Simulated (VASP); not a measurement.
# Ir (Im-3m) in VASP: a series of runs

One crystal, Ir, is run at these levels: RPBE; tasks: single point.

Program: VASP 6.6.1. These are calculated values, not measurements. Logs are shortened: lines on timing, memory, paths and dates and some standing lists are left out, and cuts for length are marked.

### 1 Starting point

Symmetry: Im-3m, No. 229, cubic system. Conventional cell: a = 3.125 Å, b = 3.125 Å, c = 3.125 Å, α = 90.00°, β = 90.00°, γ = 90.00°. Ir (site symmetry m-3m) is surrounded by 8 Ir at 2.71 Å.

This isn't the form of Ir at room conditions, which is fcc.

### 2 Single point, RPBE

The input, INCAR:

```
ALGO = Fast ; EDIFF = 1E-7
ENCUT = 520 ; GGA = RP
ISIF = 2 ; ISMEAR = -1
LASPH = T ; LCHARG = T
LELF = T ; LREAL = F
LVHAR = T ; LWAVE = F
NBANDS = 10 ; NELM = 80
PREC = Accurate ; SIGMA = 0.1
```

The input, KPOINTS:

```
k-points
0
Gamma
  23 23 23
```

The input, POSCAR:

```
Ir
1.0
   -1.5626226582      1.5626226582      1.5626226582
    1.5626226582     -1.5626226582      1.5626226582
    1.5626226582      1.5626226582     -1.5626226582
Ir
1
Direct
    0.0000000000      0.0000000000      0.0000000000
```

Potentials or basis: VASP PAW PBE potentials, release 64 (Ir).

Launch:

```sh
cat potpaw_PBE.64/Ir/POTCAR > POTCAR
mpirun -np 1 vasp_std > vasp.out
```

OUTCAR:

```text
EDIFF = 1E-7
   ENCUT = 520
   GGA = RP
   ISIF = 2
   ISMEAR = -1
   LASPH = T
   LREAL = F
   NELM = 80
   PREC = Accurate

 ion  position               nearest neighbor table
   1  0.000  0.000  0.000-

  LATTYP: Found a body centered cubic cell.
 ALAT       =     3.1252453164

  Lattice vectors:

 A1 = (  -1.5626226582,   1.5626226582,   1.5626226582)
 A2 = (   1.5626226582,  -1.5626226582,   1.5626226582)
 A3 = (   1.5626226582,   1.5626226582,  -1.5626226582)

Analysis of symmetry for initial positions (statically):
=====================================================================
 Subroutine PRICEL returns:
 Original cell was already a primitive cell.

 Routine SETGRP: Setting up the symmetry group for a
 body centered cubic supercell.

 Subroutine GETGRP returns: Found 48 space group operations
 (whereof 48 operations were pure point group operations)
 out of a pool of 48 trial point group operations.

The static configuration has the point symmetry O_h .

Analysis of symmetry for dynamics (positions and initial velocities):
=====================================================================
 Subroutine PRICEL returns:
 Original cell was already a primitive cell.

 Routine SETGRP: Setting up the symmetry group for a
 body centered cubic supercell.

 Subroutine GETGRP returns: Found 48 space group operations
 (whereof 48 operations were pure point group operations)
 out of a pool of 48 trial point group operations.

The dynamic configuration has the point symmetry O_h .

 Subroutine INISYM returns: Found 48 space group operations
 (whereof 48 operations are pure point group operations),
 and found     1 'primitive' translations

----------------------------------------------------------------------------------------

                                     Primitive cell

  volume of cell :      15.2624

  direct lattice vectors                    reciprocal lattice vectors
    -1.562622658  1.562622658  1.562622658     0.000000000  0.319974882  0.319974882
     1.562622658 -1.562622658  1.562622658     0.319974882  0.000000000  0.319974882
     1.562622658  1.562622658 -1.562622658     0.319974882  0.319974882  0.000000000

  length of vectors
     2.706541837  2.706541837  2.706541837     0.452512817  0.452512817  0.452512817

  position of ions in fractional coordinates (direct lattice)
     0.000000000  0.000000000  0.000000000

  ion indices of the primitive-cell ions
   primitive index   ion index
                 1           1

----------------------------------------------------------------------------------------

 KPOINTS: k-points

Automatic generation of k-mesh.
 Grid dimensions read from file:
 generate k-points for:   23   23   23

 Generating k-lattice:

  Cartesian coordinates                     Fractional coordinates (reciprocal lattice)
     0.000000000  0.013911951  0.013911951     0.043478261  0.000000000  0.000000000
     0.013911951  0.000000000  0.013911951     0.000000000  0.043478261  0.000000000
     0.013911951  0.013911951  0.000000000     0.000000000  0.000000000  0.043478261

  Length of vectors
     0.019674470  0.019674470  0.019674470

  Shift w.r.t. Gamma in fractional coordinates (k-lattice)
     0.000000000  0.000000000  0.000000000

 Subroutine IBZKPT returns following result:
 ===========================================

 Found    364 irreducible k-points:

 Following reciprocal coordinates:
            Coordinates               Weight
  0.000000  0.000000  0.000000      1.000000
  0.043478  0.000000  0.000000     12.000000
  0.086957  0.000000  0.000000     12.000000
  0.130435  0.000000  0.000000     12.000000
  0.173913  0.000000  0.000000     12.000000
  0.217391  0.000000  0.000000     12.000000
[... 16 lines left out ...]
  0.478261  0.043478  0.000000     24.000000
  0.086957  0.086957  0.000000     24.000000
 [... further k-points ...]
   k-points           NKPTS =    364   k-points in BZ     NKDIM =    364   number of bands    NBANDS=     10
   number of dos      NEDOS =    301   number of ions     NIONS =      1
   total plane-waves  NPLWV =   8000
   dimension x,y,z NGX =    20 NGY =   20 NGZ =   20
   dimension x,y,z NGXF=    40 NGYF=   40 NGZF=   40
   ions per type =               1
   NGX,Y,Z   is equivalent  to a cutoff of  12.28, 12.28, 12.28 a.u.
   NGXF,Y,Z  is equivalent  to a cutoff of  24.57, 24.57, 24.57 a.u.
 SYSTEM =  unknown system
   PREC   = accura    normal or accurate (medium, high low for compatibility)
   ISTART =      0    job   : 0-new  1-cont  2-samecut
   ICHARG =      2    charge: 1-file 2-atom 10-const
   ISPIN  =      1    spin polarized calculation?
   LNONCOLLINEAR =      F non collinear calculations
   LSORBIT =      F    spin-orbit coupling
   LASPH  =      T    aspherical Exc in radial PAW
   ENCUT  =  520.0 eV  38.22 Ry    6.18 a.u.   5.03  5.03  5.03*2*pi/ulx,y,z
   NELM   =     80;   NELMIN=  2; NELMDL= -5     # of ELM steps
   EDIFF  = 0.1E-06   stopping-criterion for ELM
   LREAL  =      F    real-space projection
   EDIFFG = 0.1E-05   stopping-criterion for IOM
   NSW    =      0    number of steps for IOM
   IBRION =     -1    ionic relax: 0-MD 1-quasi-New 2-CG
   NFREE  =      0    steps in history (QN), initial steepest desc. (CG)
   ISIF   =      2    stress and relaxation
   ISYM   =      2    0-nonsym 1-usesym 2-fastsym
   POTIM  = 0.5000    time-step for ionic-motion
   TEBEG  =    0.0;   TEEND  =   0.0 temperature during run
   PSTRESS=    0.0 pullay stress
   NELECT =       9.0000    total number of electrons
   NUPDOWN=      -1.0000    fix difference up-down
   EMIN   =  10.00;   EMAX   =-10.00  energy-range for DOS
   EFERMI =   0.00;   METHOD = LEGACY
   ISMEAR =    -1;   SIGMA  =   0.10  broadening in eV -4-tet -1-fermi 0-gaus
   EFERMI_NEDOS =   21; number of points for ismear=-14 and -15
   IALGO  =     68    algorithm
   IMIX   =      4    mixing-type and parameters
     AMIX     =   0.40;   BMIX     =  1.00
     AMIX_MAG =   1.60;   BMIX_MAG =  1.00
  volume/ion in A,a.u.               =      15.26       103.00
  Fermi-wavevector in a.u.,A,eV,Ry     =   1.372824  2.594261 25.642165  1.884646
  Thomas-Fermi vector in A             =   2.498396
   LORBIT       =      0    0 simple, 1 ext, 2 COOP (PROOUT), +10 PAW based schemes
   GGA     = RP    functional components
   LHFCALC =     F    Hartree Fock is set to
   AEXX    =    0.0000 exact exchange contribution
   IVDW    =     0    specifies the selected vdW correction
   LEPSILON=     F    determine dielectric tensor
   LRPA    =     F    only Hartree local field effects (RPA)
 non-spin polarized calculation
 RMM-DIIS sequential band-by-band and
  energy-cutoff  :      520.00
  volume of cell :       15.26
 maximum number of plane-waves:       422
   NGX =  9   NGY =  9   NGZ =  9

 number of electron       9.0000002 magnetization

 Free energy of the ion-electron system (eV)
  ---------------------------------------------------
  ext. energy  EPLUGINS =         0.00000000
  ---------------------------------------------------
  free energy    TOTEN  =        -7.61235714 eV

  energy without entropy =       -7.53581204  energy(sigma->0) =       -7.57408459

 E-fermi :   9.0010     XC(G=0): -13.4753

 val. band max:        8.9997968052   @ k =   0.2609   0.2609   0.1304
 cond. band min:       9.0057348402   @ k =  -0.2609   0.3913   0.0435
 fundamental gap:      0.0059380350
 Fermi energy:         9.0010255727

 k-point     1 :       0.0000    0.0000    0.0000
  band No.  band energies     occupation
      1      -1.0688      2.00000
      2       5.6765      2.00000
      3       5.6765      2.00000
      4       5.6765      2.00000
      5       8.5094      1.98545
      6       8.5094      1.98545
      7      25.9025      0.00000
      8      25.9025      0.00000
      9      25.9025      0.00000
     10      36.2114      0.00000

 k-point     2 :       0.0435    0.0000    0.0000
  band No.  band energies     occupation
      1      -0.9861      2.00000
      2       5.6392      2.00000
      3       5.6749      2.00000
      4       5.7477      2.00000
      5       8.4576      1.99131
      6       8.5118      1.98510
      7      25.9506      0.00000
      8      26.0048      0.00000
      9      26.0298      0.00000
     10      35.1697      0.00000

 k-point     3 :       0.0870    0.0000    0.0000
  band No.  band energies     occupation
      1      -0.7426      2.00000
      2       5.5318      2.00000
      3       5.6655      2.00000
      4       5.9599      2.00000
      5       8.3231      1.99773
      6       8.5200      1.98384
      7      26.0645      0.00000
      8      26.2535      0.00000
      9      26.4059      0.00000
     10      33.7208      0.00000

 k-point     4 :       0.1304    0.0000    0.0000
  band No.  band energies     occupation
      1      -0.3524      2.00000
      2       5.3665      2.00000
      3       5.6377      2.00000
      4       6.3076      2.00000
      5       8.1610      1.99955
      6       8.5364      1.98099
      7      26.1421      0.00000
      8      26.4507      0.00000
      9      27.0133      0.00000
     10      32.5936      0.00000

 k-point     5 :       0.1739    0.0000    0.0000
  band No.  band energies     occupation
      1       0.1559      2.00000
      2       5.1605      2.00000
      3       5.5893      2.00000
      4       6.7808      2.00000
      5       8.0360      1.99987
      6       8.5641      1.97500
      7      26.0097      0.00000
      8      26.2306      0.00000
      9      27.8247      0.00000
     10      32.0030      0.00000

 k-point     6 :       0.2174    0.0000    0.0000
  band No.  band energies     occupation
      1       0.7315      2.00000
      2       4.9330      2.00000
      3       5.5541      2.00000
      4       7.3645      2.00000
      5       7.9919      1.99992
      6       8.6053      1.96248
      7      25.2998      0.00000
      8      25.5454      0.00000
      9      28.8052      0.00000
     10      32.0861      0.00000
[... 183 lines left out ...]
 k-point    21 :       0.3913    0.0435    0.0000
  band No.  band energies     occupation
      1       2.0971      2.00000
      2       4.1038      2.00000
      3       7.4791      2.00000
      4       8.4505      1.99190
      5       9.0093      0.95877
      6      10.6531      0.00000
      7      18.0143      0.00000
      8      22.5212      0.00000
      9      26.2048      0.00000
     10      33.4926      0.00000

 k-point    22 :       0.4348    0.0435    0.0000
  band No.  band energies     occupation
      1       2.0830      2.00000
      2       4.0255      2.00000
      3       8.0635      1.99983
      4       8.4891      1.98811
      5       9.2232      0.19571
      6      11.1254      0.00000
      7      16.8855      0.00000
      8      22.1984      0.00000
      9      25.5134      0.00000
     10      33.5450      0.00000

 k-point    23 :       0.4783    0.0435    0.0000
  band No.  band energies     occupation
      1       2.0736      2.00000
      2       3.9990      2.00000
      3       8.3222      1.99775
      4       8.4310      1.99333
      5       9.3608      0.05329
      6      11.3053      0.00000
      7      16.4452      0.00000
      8      22.0887      0.00000
      9      25.2688      0.00000
     10      33.4587      0.00000

 k-point    24 :       0.0870    0.0870    0.0000
  band No.  band energies     occupation
      1      -0.1242      2.00000
      2       5.3606      2.00000
      3       5.4824      2.00000
      4       6.5671      2.00000
      5       8.0434      1.99986
      6       8.5879      1.96837
      7      26.2420      0.00000
      8      26.6895      0.00000
      9      26.9789      0.00000
     10      31.6163      0.00000

 [... further k-points ...]

------------------------ aborting loop because EDIFF is reached ----------------------------------------

  FORCE on cell =-STRESS in cart. coord.  units (eV):
  Direction    XX          YY          ZZ          XY          YZ          ZX
  --------------------------------------------------------------------------------------
  -------------------------------------------------------------------------------------
  Total        0.0479757      0.0479757      0.0479757      0.0000000      0.0000000     -0.0000000
  in kB        5.0362785      5.0362785      5.0362785      0.0000000      0.0000000     -0.0000000
  external PRESSURE =       5.0362785 kB  Pullay stress =       0.0000000 kB

 VOLUME and BASIS-vectors are now :
 -----------------------------------------------------------------------------
  energy-cutoff  :      520.00
  volume of cell :       15.26
      direct lattice vectors                 reciprocal lattice vectors
    -1.562622658  1.562622658  1.562622658     0.000000000  0.319974882  0.319974882
     1.562622658 -1.562622658  1.562622658     0.319974882  0.000000000  0.319974882
     1.562622658  1.562622658 -1.562622658     0.319974882  0.319974882  0.000000000

 POSITION                                       TOTAL-FORCE (eV/Angst)
 -----------------------------------------------------------------------------------
      0.00000      0.00000      0.00000         0.000000      0.000000      0.000000
 -----------------------------------------------------------------------------------
    total drift:                                0.000000     -0.000000      0.000000

  FREE ENERGIE OF THE ION-ELECTRON SYSTEM (eV)
  ---------------------------------------------------
  free  energy   TOTEN  =        -7.6123571390 eV

  energy  without entropy=       -7.5358120350  energy(sigma->0) =       -7.57408459
```

It took 30 s on 1 thread of Intel Xeon Platinum 8488C (Sapphire Rapids), shared host; peak memory 0.17 GiB.

Results:

- Free energy: -7.6124 eV
- Pressure: 0.5 GPa
- Band gap on the k mesh: none (metal or under the smearing width)

Levels at points of the mesh, in eV from the Fermi level:
```csv
k point,band 2,band 3,band 4,band 5,band 6,band 7
"(0.00, 0.00, 0.00)",-3.32,-3.32,-3.32,-0.49,-0.49,16.90
```

Caveat: the PAW data sets were made with another functional, which shifts forces and pressure a little.

### 3 Single point, RPBE

This run uses another cell than the first one, of 15.87 Å³/atom, 1.040 times its volume.

The input, INCAR:

```
PREC     = Accurate       # precision mode
ENCUT    = 520            # plane-wave cutoff, eV
EDIFF    = 1E-6           # SCF threshold, eV
ISMEAR   = -1             # smearing method
SIGMA    = 0.1            # smearing width, eV
LREAL    = F              # projectors in reciprocal space
LASPH    = T              # aspherical terms in the spheres
NELM     = 100            # most SCF steps
ALGO     = Fast           # electronic algorithm
ISIF     = 2              # what is computed and relaxed
LWAVE    = F              # write WAVECAR
LCHARG   = F              # write CHGCAR
GGA      = RP             # functional
NBANDS   = 10             # bands
```

The input, KPOINTS:

```
regular mesh
0
Gamma
  16 16 16
```

The input, POSCAR:

```
Ir
1.0
   -1.5831858408      1.5831858408      1.5831858408
    1.5831858408     -1.5831858408      1.5831858408
    1.5831858408      1.5831858408     -1.5831858408
Ir
1
Direct
    0.0000000000      0.0000000000      0.0000000000
```

Potentials or basis: VASP PAW PBE potentials, release 64 (Ir).

Launch:

```sh
cat potpaw_PBE.64/Ir/POTCAR > POTCAR
mpirun -np 1 vasp_std > vasp.out
```

OUTCAR:

```text
PREC = Accurate
   ENCUT = 520
   EDIFF = 1E-6
   ISMEAR = -1
   LREAL = F
   LASPH = T
   NELM = 100
   ISIF = 2
   GGA = RP

 ion  position               nearest neighbor table
   1  0.000  0.000  0.000-

  LATTYP: Found a body centered cubic cell.
 ALAT       =     3.1663716816

  Lattice vectors:

 A1 = (  -1.5831858408,   1.5831858408,   1.5831858408)
 A2 = (   1.5831858408,  -1.5831858408,   1.5831858408)
 A3 = (   1.5831858408,   1.5831858408,  -1.5831858408)

[... 490 lines left out ...]
     10      29.3134      0.00000

 [... further k-points ...]

------------------------ aborting loop because EDIFF is reached ----------------------------------------

  FORCE on cell =-STRESS in cart. coord.  units (eV):
  Direction    XX          YY          ZZ          XY          YZ          ZX
  --------------------------------------------------------------------------------------
  -------------------------------------------------------------------------------------
  Total       -0.9860206     -0.9860206     -0.9860206      0.0000000     -0.0000000      0.0000000
  in kB      -99.5269893    -99.5269893    -99.5269893      0.0000000     -0.0000000      0.0000000
  external PRESSURE =     -99.5269893 kB  Pullay stress =       0.0000000 kB

 VOLUME and BASIS-vectors are now :
 -----------------------------------------------------------------------------
  energy-cutoff  :      520.00
  volume of cell :       15.87
      direct lattice vectors                 reciprocal lattice vectors
    -1.583185841  1.583185841  1.583185841     0.000000000  0.315818893  0.315818893
     1.583185841 -1.583185841  1.583185841     0.315818893  0.000000000  0.315818893
     1.583185841  1.583185841 -1.583185841     0.315818893  0.315818893  0.000000000

 POSITION                                       TOTAL-FORCE (eV/Angst)
 -----------------------------------------------------------------------------------
      0.00000      0.00000      0.00000         0.000000     -0.000000      0.000000
 -----------------------------------------------------------------------------------
    total drift:                                0.000000     -0.000000      0.000000

  FREE ENERGIE OF THE ION-ELECTRON SYSTEM (eV)
  ---------------------------------------------------
  free  energy   TOTEN  =        -7.5934120451 eV

  energy  without entropy=       -7.5111750476  energy(sigma->0) =       -7.55229355
```

OSZICAR:

```text
N       E                     dE             d eps       ncg     rms          rms(c)
DAV:   1     0.465708913640E+02    0.46571E+02   -0.42916E+03  2948   0.802E+02
DAV:   2    -0.711853398133E+01   -0.53689E+02   -0.50862E+02  2962   0.186E+02
DAV:   3    -0.803358488816E+01   -0.91505E+00   -0.90735E+00  3332   0.299E+01
DAV:   4    -0.804254641708E+01   -0.89615E-02   -0.89593E-02  3264   0.277E+00
DAV:   5    -0.804274294874E+01   -0.19653E-03   -0.19653E-03  3320   0.406E-01    0.116E+01
RMM:   6    -0.765246916703E+01    0.39027E+00   -0.37195E-01  2990   0.760E+00    0.510E+00
RMM:   7    -0.759610492983E+01    0.56364E-01   -0.13997E-01  3047   0.336E+00    0.189E+00
RMM:   8    -0.759305410286E+01    0.30508E-02   -0.16341E-02  3167   0.192E+00    0.113E-01
RMM:   9    -0.759338749007E+01   -0.33339E-03   -0.31736E-03  3702   0.469E-01    0.140E-01
RMM:  10    -0.759338538599E+01    0.21041E-05   -0.62885E-04  3420   0.350E-01    0.875E-02
RMM:  11    -0.759341262998E+01   -0.27244E-04   -0.23979E-04  3766   0.118E-01    0.265E-02
RMM:  12    -0.759341216288E+01    0.46709E-06   -0.24997E-05  3410   0.586E-02    0.114E-02
RMM:  13    -0.759341234699E+01   -0.18411E-06   -0.11735E-05  2830   0.219E-02    0.572E-03
RMM:  14    -0.759341204510E+01    0.30189E-06   -0.67137E-07  1867   0.860E-03
   1 F= -.75934120E+01 E0= -.75522935E+01  d E =-.822370E-01
```

Run time: 12 s. Hardware: 1 thread of Intel Xeon Platinum 8488C (Sapphire Rapids), shared host; peak memory 0.14 GiB.

Results:

- Free energy: -7.5934 eV
- Pressure: -10.0 GPa
- Band gap on the k mesh: none (metal or under the smearing width)

Levels at points of the mesh, in eV from the Fermi level:
```
           k point  band 2  band 3  band 4  band 5  band 6  band 7
(0.00, 0.00, 0.00)   -3.12   -3.12   -3.12   -0.44   -0.44   16.88
(0.50, 0.00, 0.00)   -4.71   -0.62   -0.04    0.14    1.94    7.10
(0.50, 0.50, 0.50)   -6.10    1.34    1.34    1.34    7.65    7.65
```

Caveat: the PAW data sets were made with another functional, which shifts forces and pressure a little. The run has no spin-orbit coupling, so splittings on Ir are missing.

[end of part 1 of 2]
